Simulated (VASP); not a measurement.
SiC (Moissanite 6H):

```
Si C
1.0
     3.09500    0.00000    0.00000
    -1.54750    2.68035    0.00000
     0.00000    0.00000   15.17000
Si C
6 6
Direct
  0.66667 0.33333 0.45830
  0.33333 0.66667 0.95830
  0.66667 0.33333 0.79170
  0.33333 0.66667 0.29170
  0.00000 0.00000 0.62500
  0.00000 0.00000 0.12500
  0.66667 0.33333 0.33330
  0.33333 0.66667 0.83330
  0.66667 0.33333 0.66670
  0.33333 0.66667 0.16670
  0.00000 0.00000 0.50000
  0.00000 0.00000 0.00000
```

| Item | Value |
| --- | --- |
| Program | VASP 6.6.1 |
| Task | relaxation of cell and atoms |
| Functional | PBE |
| Dispersion | D4 |
| Potentials or basis | VASP PAW PBE potentials, release 64 (Si, C) |
| Cutoff | 600 eV |
| k mesh | 10 × 10 × 2 |
| Occupations | fermi-dirac, width 0.05 eV |
| Spin | no spin polarisation |

At the start: pressure -4.1 GPa; volume 10.49 Å³/atom.

Question: How do energy, volume and symmetry change on relaxing?

Answer: Over 7 steps the energy falls by 2.6 meV/atom and the volume is 10.29 Å³/atom (-1.9 %); space group P6_3mc (No. 186, to 0.05 Å).

The path:
| step | energy change (eV) | largest force (eV/Å) | pressure (GPa) | volume (Å³) |
| --- | --- | --- | --- | --- |
| 1 | 0.0000 | 0.1440 | -4.05 | 125.85 |
| 2 | 0.0019 | 0.1179 | 4.45 | 121.08 |
| 3 | -0.0316 | 0.0262 | -0.01 | 123.46 |
| 4 | -0.0316 | 0.0279 | 0.07 | 123.42 |
| 5 | -0.0318 | 0.0136 | 0.09 | 123.41 |
| 6 | -0.0318 | 0.0143 | 0.09 | 123.41 |
| 7 | -0.0318 | 0.0078 | -0.07 | 123.50 |

Final structure:
```
CELL_PARAMETERS angstrom
3.07449 0.00000 0.00000
-1.53725 2.66259 0.00000
0.00000 0.00000 15.08624
ATOMIC_POSITIONS crystal
Si 0.66667 0.33333 0.45831
Si 0.33333 0.66667 0.95831
Si 0.66667 0.33333 0.79184
Si 0.33333 0.66667 0.29184
Si 0.00000 0.00000 0.62504
Si 0.00000 0.00000 0.12504
C 0.66667 0.33333 0.33331
C 0.33333 0.66667 0.83331
C 0.66667 0.33333 0.66683
C 0.33333 0.66667 0.16683
C 0.00000 0.00000 0.49967
C 0.00000 0.00000 0.99967
```
